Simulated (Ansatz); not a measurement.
PbS (started from an entry of an open crystallographic database), relaxed with r2SCAN+rVV10, was run in Ansatz 0.2.0 under altered settings. All numbers are computed, without spin polarisation but where a row says otherwise.

```xyz
2
Lattice="0.0000 2.9706 2.9706 2.9706 0.0000 2.9706 2.9706 2.9706 0.0000" Properties=species:S:1:pos:R:3 pbc="T T T"
Pb    0.0000    0.0000    0.0000
S     2.9706    2.9706    2.9706
```

The base run's other keys:
```yaml
kpoints:
  mp_grid: { grid: [4, 4, 4] }
hamiltonian:
  xc: hse06
scf:
  occupations: { method: fixed }
  n_extra_bands: 4
```

It takes 12 iterations with 965 plane waves at 420 eV and 8 k points, and leaves a mean stress of +0.93 GPa. The gap over this mesh is 0.814 eV. It ran on 4 threads of Arm Neoverse V2 (shared host).

Outcomes, with energy and stress as changes against the base:
```
                                    setting    outcome  ΔF (meV/atom)  Δ mean stress (GPa)  gap on the mesh (eV)  iterations  wall time
PBE hybrid, exx coeff 0.2, omega 0.2078 1/Å  converged              –                 +0.2                 0.721          12      5.3 s
      PBE hybrid, exx coeff 0.4, unscreened  converged              –                 -0.5                 2.108          16      5.8 s
                         hamiltonian.xc: hf  converged              –                 +6.9                 5.347          18      6.5 s
  PBE hybrid, exx coeff 0.15, omega 0.5 1/Å  converged              –                 +0.6                 0.460          11      5.4 s
    scf.occupations: methfessel_paxton 0.05  converged            0.0                  0.0                 0.814          12      5.5 s
```
A dash marks a value that wasn't obtained or can't be compared. Stress is positive in compression. The base took 5.5 s.

- PBE hybrid, exx coeff 0.2, omega 0.2078 1/Å. That is 20 % exact exchange, screened with ω = 0.2078 1/Å, against HSE06's 25 % screened at 0.208 1/Å. The mean stress moves by +0.2 GPa and the gap on the mesh by -0.093 eV (to 0.721). Totals of different functionals aren't comparable.
- PBE hybrid, exx coeff 0.4, unscreened. That is 40 % exact exchange, at all ranges, against HSE06's 25 % screened at 0.208 1/Å. The mean stress moves by -0.5 GPa and the gap on the mesh by +1.294 eV (to 2.108). Totals of different functionals aren't comparable.
- hamiltonian.xc: hf. The mean stress moves by +6.9 GPa and the gap on the mesh by +4.533 eV (to 5.347). It's another functional on the same cell, so totals aren't comparable.
- PBE hybrid, exx coeff 0.15, omega 0.5 1/Å. That is 15 % exact exchange, screened with ω = 0.5 1/Å, against HSE06's 25 % screened at 0.208 1/Å. The mean stress moves by +0.6 GPa and the gap on the mesh by -0.354 eV (to 0.460). Totals of different functionals aren't comparable.

Within 1 meV an atom, 0.1 GPa and 0.005 eV of the base stay: scf.occupations: methfessel_paxton 0.05.

Spin-orbit coupling is left out; in compounds of Pb, Bi, Tl or Hg it can lower a gap by up to about 1 eV, split its edges or invert the bands.

The program warns that its thresholds are loose for a hybrid's stress.

The meshes of the hybrids are coarse, so their gaps aren't converged to the digits shown.
